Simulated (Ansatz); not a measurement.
# Property card for Bi2Te3

All numbers below come from DFT PBE, scalar-relativistic, plane waves, PAW in Ansatz 0.2.0.

Settings: cutoff 420 eV, Γ-centred mesh 12×12×12 on the computed 5-atom cell, Gaussian smearing of 0.02 eV; no spin polarisation.

The structure is relaxed at this level of theory with its symmetry kept.

It takes space group R-3m (No. 166, trigonal). The conventional cell has a = 4.447 Å, b = 4.447 Å, c = 32.169 Å, α = 90.00°, β = 90.00°, γ = 120.00°. Bi (site symmetry 3m) has 6 Te at 3.09 to 3.29 Å as nearest neighbours. Around Te (site symmetry -3m) lie 6 Bi at 3.29 Å. Te (site symmetry 3m) is surrounded by 3 Bi at 3.09 Å.

* Volume per atom: 247.8 bohr³
* Formation energy from the elements' standard states (uncorrected): -0.241 eV/atom
* Kohn–Sham band gap: 0.55 eV, direct at Γ
* Löwdin character of the top 1 eV of the valence band: Te 5p 89 %
* Löwdin character of the lowest 1 eV of the conduction band: Bi 6p 59 %, Te 5p 31 %, unprojected 4 %
* Electron masses at the edge by Cartesian direction of the standard setting (m_e; degenerate bands sorted by energy; no spin-orbit coupling): x: 0.080; y: 0.080; z: 0.40
* Hole masses at the edge by Cartesian direction of the standard setting (m_e; degenerate bands sorted by energy; no spin-orbit coupling): x: 0.22; y: 0.22; z: 0.42
* Bader charges (e): Bi (2 in the cell) 0.72, Te (1 in the cell) -0.62, Te (2 in the cell) -0.41

Spin-orbit coupling is left out, which matters for the bands of heavy elements. Each cell of Bi2Te3 holds layers, and where no dispersion correction was added their binding is poorly described.